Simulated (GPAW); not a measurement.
Runs of GPAW 26.7.0 on Ge. Symmetry: I4_1/amd, No. 141, tetragonal system. The conventional cell has a = 5.149 Å, b = 5.149 Å, c = 2.795 Å, α = 90.00°, β = 90.00°, γ = 90.00°. Around Ge (site symmetry -4m2) lie 6 Ge at 2.67 to 2.79 Å. This isn't the form of Ge at room conditions, which is diamond.

```tsv
task	level	potentials or basis	spin	cell	k mesh	smearing	band path	band points	spin axis theta (degrees)	spin axis phi (degrees)	optimizer	gap on the mesh (eV)	pressure (GPa)	relaxed volume (Å³/atom)
band structure	r2SCAN	GPAW PAW data sets (gpaw-data 1.2.1), pw	SOC, no magnetisation	as given	8 × 8 × 8	fermi-dirac 0.05 eV	GXMGZPNZ1M,XP	80	90	0	-	-	0.2	-
single point	PBEsol	PAW data sets generated in the run's folder for this functional, pw	off	as given	11 × 11 × 11	gaussian 0.02 eV	-	-	-	-	-	none	-0.7	-
relaxation of cell and atoms	revPBE+D4	the program's PAW data sets (release 1.2.1) made for this functional, pw	off	relaxed	11 × 11 × 11	fermi-dirac 0.05 eV	-	-	-	-	BFGS	none	0.0	(a)
band structure	LDA	PAW data sets generated in the run's folder for this functional, pw	off	as given	8 × 8 × 8	fermi-dirac 0.05 eV	GXMGZPNZ1M,XP	80	-	-	-	-	-2.7	-
relaxation of cell and atoms	RPBE+D4	the program's PAW data sets (release 1.2.1) made for this functional, pw	off	relaxed	11 × 11 × 11	fermi-dirac 0.05 eV	-	-	-	-	FIRE	none	0.1	18.14
single point	LDA	the program's PAW data sets (release 1.2.1) made for this functional, pw	off	as given	11 × 11 × 11	gaussian 0.1 eV	-	-	-	-	-	none	(b)	-
relaxation of cell and atoms	BLYP+D3(BJ)	PAW data sets generated in the run's folder for this functional, pw	off	relaxed	11 × 11 × 11	fermi-dirac 0.05 eV	-	-	-	-	FIRE	none	-0.1	19.19
band structure	r2SCAN	GPAW PAW data sets (gpaw-data 1.2.1), pw	SOC, no magnetisation	as given	8 × 8 × 8	fermi-dirac 0.05 eV	GXMGZPNZ1M,XP	60	90	45	-	-	0.2	-
relaxation of cell and atoms	RPBE+D3(BJ)	the program's PAW data sets (release 1.2.1) made for this functional, pw	off	relaxed	11 × 11 × 11	fermi-dirac 0.05 eV	-	-	-	-	FIRE	none	-0.1	15.71
relaxation of cell and atoms	revPBE+D3(BJ)	the program's PAW data sets (release 1.2.1) made for this functional, pw	off	relaxed	11 × 11 × 11	fermi-dirac 0.05 eV	-	-	-	-	BFGS	none	0.0	18.14
relaxation of cell and atoms	BLYP+D4	PAW data sets generated in the run's folder for this functional, pw	off	relaxed	11 × 11 × 11	fermi-dirac 0.05 eV	-	-	-	-	BFGS	none	0.0	19.42
```

Alike in all rows: cutoff (eV) 600.

Task: Estimate the missing entries.

Result: (a) 18.28; (b) -2.5.

Caveats: later steps reuse the first step's grids (some runs); pairwise dispersion overbinds metals, which lowers pressure and volume (some runs); spin-orbit coupling was added after a scalar SCF, so levels and gaps hold it while energy, forces, pressure and moments don't (some runs); this program's spin-orbit splittings come out too wide for heavy elements (some runs); the PAW data sets were made with another functional, which shifts forces and pressure a little (some runs); the volume moved by over 15 % at a fixed basis, so the end points are rough (some runs).

A k mesh can miss the band edges, and rows without SOC leave out spin-orbit coupling on Ge.

A gap of «none» marks a metal or a gap under the smearing width.

Runs at the PBE level aren't shown here.
